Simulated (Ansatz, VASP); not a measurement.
**Two plane-wave programs on AlN**

The input INCAR:

```
PREC = Accurate
ENCUT = 520
EDIFF = 1E-6
ISMEAR = 0
SIGMA = 0.05
LREAL = False
LASPH = True
NELM = 80
ALGO = Normal
ISIF = 2
LWAVE = False
LCHARG = False
GGA = CA
NBANDS = 16
```

File KPOINTS:

```
Automatic mesh
0
Gamma
  9 9 6
```

The input POSCAR:

```
AlN
1.0
    3.0887424016      0.0000000000      0.0000000000
   -1.5443712008      2.6749293856      0.0000000000
    0.0000000000      0.0000000000      4.9437688231
Al N
2 2
Direct
    0.3494085240      0.6988170481      0.0015212672
    0.6505914760      0.3011829519      0.5015212672
    0.3189889223      0.6379778447      0.3834787328
    0.6810110777      0.3620221553      0.8834787328
```

Input for Ansatz:

```yaml
crystal:
  lattice:
    - [3.0887424016, 0.0, 0.0]
    - [-1.5443712008, 2.6749293856, 0.0]
    - [0.0, 0.0, 4.9437688231]
  atoms:
    - { symbol: Al, position: [0.349408524, 0.6988170481, 0.0015212672] }
    - { symbol: Al, position: [0.650591476, 0.3011829519, 0.5015212672] }
    - { symbol: "N", position: [0.3189889223, 0.6379778447, 0.3834787328] }
    - { symbol: "N", position: [0.6810110777, 0.3620221553, 0.8834787328] }
basis:
  ecutwfc: 520.0
kpoints:
  mp_grid: { grid: [9, 9, 6] }
hamiltonian:
  xc: lda
scf:
  occupations: { method: gaussian, width: 0.05 }
output:
  forces: true
  stress: true
  eigenvalues: true
```

Change from the starting cell: mode 4 frozen in at +0.000 Å and mode 5 at +0.086 Å (largest displacements).

Alike in both runs: task single point; functional LDA; k mesh 9 × 9 × 6; occupations gaussian, width 0.05 eV; no spin polarisation.

|  | VASP | Ansatz |
| --- | --- | --- |
| version | VASP 6.6.1 | Ansatz 0.2.0 |
| potentials or method | VASP PAW LDA potentials, release 64 (Al, N) | scalar-relativistic, plane waves, PAW |
| plane-wave cutoff (eV) | 520 | 520 |
| valence electrons in the cell | 16 | 16 |

Ansatz gave:

```
gap on the k mesh at the Fermi level (eV)       : 4.33
least direct gap on the mesh (eV)               : 4.33
pressure (GPa)                                  : -0.2
largest component of the traceless stress (GPa) : 0.80
rms of the force components (eV/Å)              : 0.233
```

What did VASP give for the same quantities?

gap on the k mesh at the Fermi level (eV): 4.33; least direct gap on the mesh (eV): 4.33; pressure (GPa): 0.4; largest component of the traceless stress (GPa): 0.76; rms of the force components (eV/Å): 0.233.

Atom by atom the forces differ by 0.002 eV/Å (rms over components).

Caveats: an odd mesh through Γ misses points on the zone boundary, where band edges often lie.
